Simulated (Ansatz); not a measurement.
# Field gradients of Mg₃H₂O₄ from run to run

Cell of run 1: a Materials Project structure (computed, not necessarily an observed phase), atoms as given.

```cif
data_Mg3H2O4
_symmetry_space_group_name_H-M 'P-3m1'
_symmetry_Int_Tables_number 164
_cell_length_a 3.0303
_cell_length_b 3.0303
_cell_length_c 19.2025
_cell_angle_alpha 90.000
_cell_angle_beta 90.000
_cell_angle_gamma 120.000
loop_
_atom_site_label
_atom_site_type_symbol
_atom_site_symmetry_multiplicity
_atom_site_Wyckoff_symbol
_atom_site_fract_x
_atom_site_fract_y
_atom_site_fract_z
Mg1 Mg 2 d 0.6667 0.3333 0.2490
Mg2 Mg 2 d 0.3333 0.6667 0.3749
Mg5 Mg 2 c 0.0000 0.0000 0.8772
H7 H 2 d 0.3333 0.6667 0.9826
H9 H 2 d 0.6667 0.3333 0.4798
O11 O 2 d 0.3333 0.6667 0.9324
O12 O 2 c 0.0000 0.0000 0.6882
O13 O 2 d 0.6667 0.3333 0.4298
O16 O 2 d 0.3333 0.6667 0.1861
```

One atom of each set is listed.

Relaxed positions (PBE, cell held):

Mg1 (0.6667, 0.3333, 0.2476)
Mg2 (0.3333, 0.6667, 0.3742)
Mg5 (0.0000, 0.0000, 0.8791)
H7 (0.3333, 0.6667, 0.9848)
H9 (0.6667, 0.3333, 0.4799)
O11 (0.3333, 0.6667, 0.9344)
O12 (0.0000, 0.0000, 0.6892)
O13 (0.6667, 0.3333, 0.4297)
O16 (0.3333, 0.6667, 0.1844)

All runs are DFT with Ansatz 0.2.0 (plane waves and PAW, scalar-relativistic unless spin–orbit coupling is named, Γ-centred meshes, Fermi–Dirac smearing where given) in this cell.

Run 1: PBE, atoms as given; 420 eV, 8×8×1 k-points, smearing 0.02 eV.
Run 2: PBE, atoms relaxed; 420 eV, 8×8×1 k-points, smearing 0.02 eV.
Run 3: r2SCAN, at the relaxed atoms; 500 eV, 8×8×1 k-points, smearing 0.02 eV.
Run 4: PBE, gradients read without the response of the cores, at the relaxed atoms; 420 eV, 8×8×1 k-points, smearing 0.02 eV.

```json
{"run": "1", "H7 V_zz (η)": "4.45 (0.00)", "H9 V_zz (η)": "4.60 (0.00)", "O11 V_zz (η)": "13.32 (0.00)", "O12 V_zz (η)": "-0.95 (0.00)", "O13 V_zz (η)": "13.64 (0.00)"}
{"run": "2", "H7 V_zz (η)": "?", "H9 V_zz (η)": "?", "O11 V_zz (η)": "?", "O12 V_zz (η)": "?", "O13 V_zz (η)": "?"}
{"run": "3", "H7 V_zz (η)": "4.15 (0.00)", "H9 V_zz (η)": "4.36 (0.00)", "O11 V_zz (η)": "13.59 (0.00)", "O12 V_zz (η)": "-0.79 (0.00)", "O13 V_zz (η)": "14.23 (0.00)"}
{"run": "4", "H7 V_zz (η)": "4.24 (0.00)", "H9 V_zz (η)": "4.43 (0.00)", "O11 V_zz (η)": "13.52 (0.00)", "O12 V_zz (η)": "-0.80 (0.00)", "O13 V_zz (η)": "14.14 (0.00)"}
```

V_zz in 10²¹ V/m²; 5 of the 9 sets of like atoms are followed.

**Question.** Estimate the row of run 2.

**Answer.** H7: 4.23 (0.00); H9: 4.43 (0.00); O11: 13.16 (0.00); O12: -0.79 (0.00); O13: 13.77 (0.00). It lies nearest to run 1, from whose tensors on these sites it differs by 0.22 at most (largest principal value of the difference, on H7). Taken one at a time, the functional (r2SCAN with its higher cutoff) moves the tensors on these sites by up to 0.46 (largest principal value of the change, on O13), the response of the cores by 0.38 (O13), the positions of the atoms (as given or relaxed) by 0.22 (H7).

In runs 1, 3 the atoms aren't at the calculated equilibrium (largest force 0.26, 0.43 eV/Å). The cell isn't the equilibrium one in run 1 (calculated pressure 5 GPa), and the entry's cell may itself be off.
